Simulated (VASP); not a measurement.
Set up this calculation in VASP 6.6.1, as the native input.

| Property | Result |
| --- | --- |
| Task | single point |
| Functional | PBE |
| Potentials or basis | VASP PAW PBE potentials, release 64 (Mg) |
| Cutoff | 520 eV |
| k mesh | 20 × 20 × 20 |
| Occupations | gaussian, width 0.15 eV |
| Spin | no spin polarisation |
| Dipole correction | no |
| Further INCAR settings | ALGO = Normal; EDIFF = 1e-06; NBANDS = 7 |

The structure of Mg lies in POSCAR:

```
Mg
1.0
   -1.8359916300      1.8359916300      1.7297861406
    1.8359916300     -1.8359916300      1.7297861406
    1.8359916300      1.8359916300     -1.7297861406
Mg
1
Direct
    0.0000000000      0.0000000000      0.0000000000
```

This isn't the form of Mg at room conditions, which is hcp.

The cell isn't the ideal one: strain +0.000 along x and y, +0.030 along z, atoms carried along.

The input as run:

INCAR

```
PREC = Accurate ; ENCUT = 520
EDIFF = 1E-6 ; ISMEAR = 0
SIGMA = 0.15 ; LREAL = False
LASPH = True ; NELM = 100
ALGO = Normal ; ISIF = 2
LWAVE = False ; LCHARG = True
GGA = PE ; LELF = True
LVHAR = True ; NBANDS = 7
```

KPOINTS

```
Automatic mesh
0
Gamma
  20 20 20
```

Potentials or basis: VASP PAW PBE potentials, release 64 (Mg).

Run with:

```sh
$ cat potpaw_PBE.64/Mg/POTCAR > POTCAR
$ mpirun -np 1 vasp_std > vasp.out
```

Results of the run:

```yaml
Pressure: -0.7 GPa
Band_gap_on_the_k_mesh: none (metal or under the smearing width)
```

Run time: 18 s on 1 thread of Intel(R) Xeon(R) 6975P-C (Granite Rapids), on a shared host, peak memory 0.23 GiB.
